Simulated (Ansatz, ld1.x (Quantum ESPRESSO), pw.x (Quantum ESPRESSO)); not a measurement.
What a changed setting does to a pw.x run (bcc Al)

Potential: norm-conserving Troullier–Martins (Kleinman–Bylander form), ld1.x (Quantum ESPRESSO) 7.5, PBE; core [Ne], reference 3s2 3p1; waves: 3s (bound): rc 2.16 bohr; 3d channel at 0.05 Ry: rc 2.22 bohr; 3p (bound): rc 2.32 bohr; local part: the p channel; core correction: none.

The reference run (k-mesh 14³, cutoffs 35/140 Ry, Fermi–Dirac 0.01 Ry, mixing_beta 0.4, conv_thr 1e-9, no spin) gives 0.91 GPa at 16.945 Å³/atom, where all-electron LAPW gives 0.07 GPa. This run, with its own iteration cap, changes smearing to mp.

```
&control
  calculation='scf', prefix='x', pseudo_dir='./', outdir='./tmp', tstress=.true., disk_io='none'
/
&system
  ibrav=0, nat=1, ntyp=1, ecutwfc=35, ecutrho=140, nbnd=8,
  occupations='smearing', smearing='mp', degauss=0.01
/
&electrons
  conv_thr=1e-09, mixing_beta=0.4, electron_maxstep=60
/
ATOMIC_SPECIES
Al 1.0 Al.UPF
CELL_PARAMETERS angstrom
  -1.61805716 1.61805716 1.61805716
  1.61805716 -1.61805716 1.61805716
  1.61805716 1.61805716 -1.61805716
ATOMIC_POSITIONS crystal
Al 0.0000 0.0000 0.0000
K_POINTS automatic
14 14 14 0 0 0
```

```bash
pw.x < Al.scf.in > Al.scf.out
```

**Question.** How does the run end?

**Answer.** It converges in 5 iterations; the free energy moves by +12.1 meV/atom and the pressure by +0.08 GPa. This scheme is built to cancel the term in the square of the width that Fermi–Dirac smearing leaves in the F of a metal.

```
Message from routine setup:
     using ibrav=0 with symmetry is DISCOURAGED, use correct ibrav instead
     lattice parameter (alat)  =       5.2961  a.u.
     unit-cell volume          =     114.3505 (a.u.)^3
     number of electrons       =         3.00
     number of Kohn-Sham states=            8
     kinetic-energy cutoff     =      35.0000  Ry
     charge density cutoff     =     140.0000  Ry
     scf convergence threshold =      1.0E-09
     Exchange-correlation= PBE
     number of k points=   104  Methfessel-Paxton smearing, width (Ry)=  0.0100
     iteration #  1     ecut=    35.00 Ry     beta= 0.40
     total energy              =      -4.14059790 Ry
     estimated scf accuracy    <       0.00503836 Ry
     iteration #  2     ecut=    35.00 Ry     beta= 0.40
     total energy              =      -4.14051910 Ry
     estimated scf accuracy    <       0.00169953 Ry
     iteration #  3     ecut=    35.00 Ry     beta= 0.40
     total energy              =      -4.14055059 Ry
     estimated scf accuracy    <       0.00000129 Ry
     iteration #  4     ecut=    35.00 Ry     beta= 0.40
     total energy              =      -4.14055133 Ry
     estimated scf accuracy    <       0.00000053 Ry
     iteration #  5     ecut=    35.00 Ry     beta= 0.40
     the Fermi energy is     7.7175 ev
!    total energy              =      -4.14055134 Ry
     estimated scf accuracy    <          3.2E-10 Ry
     smearing contrib. (-TS)   =      -0.00006334 Ry
     The total energy is F=E-TS. E is the sum of the following terms:
     one-electron contribution =       2.80041974 Ry
     hartree contribution      =       0.00444802 Ry
     xc contribution           =      -1.58948971 Ry
     ewald contribution        =      -5.35586606 Ry
     convergence has been achieved in   5 iterations
          total   stress  (Ry/bohr**3)                   (kbar)     P=        9.89
     Message from routine punch:
     Nothing written, as per user request (disk_io='none')
```

The run took about 2 s on one core of a shared host (Neoverse-V1, 32 threads, 247 GiB, load 24).
